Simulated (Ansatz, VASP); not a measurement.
# SiC: VASP beside Ansatz

```xyz
4
Lattice="3.0564 0.0000 0.0000 -1.5282 2.6469 0.0000 0.0000 0.0000 4.9908" Properties=species:S:1:pos:R:3 pbc="T T T"
Si    0.0000    1.7646    0.0215
Si    1.5282    0.8823    2.5169
C     0.0000    1.7646    1.9000
C     1.5282    0.8823    4.3954
```

Change from the starting cell: z stretched by -0.5 %, x and y held.

Alike in both runs: functional LDA; k mesh 8 × 8 × 4; no spin polarisation.

Ansatz relaxed the structure, and its values are those at the end. VASP's run is a single point on that final structure, the one shown.

```csv
,VASP,Ansatz
version,VASP 6.6.1,Ansatz 0.2.0
potentials or method,"VASP PAW LDA potentials, release 64 (Si, C), cutoff 520 eV","all-electron LAPW, scalar-relativistic"
occupations,"gaussian, width 0.01 eV",fixed
```

|  | VASP | Ansatz | Ansatz less VASP |
| --- | --- | --- | --- |
| gap on the k mesh at the Fermi level (eV) | 2.41 | 2.42 | +0.015 |
| pressure (GPa) | 1.6 | 1.1 | -0.42 |

Ansatz ran all-electron here, so the differences hold the error of VASP's frozen core and of both bases.

A k mesh can miss the band edges.
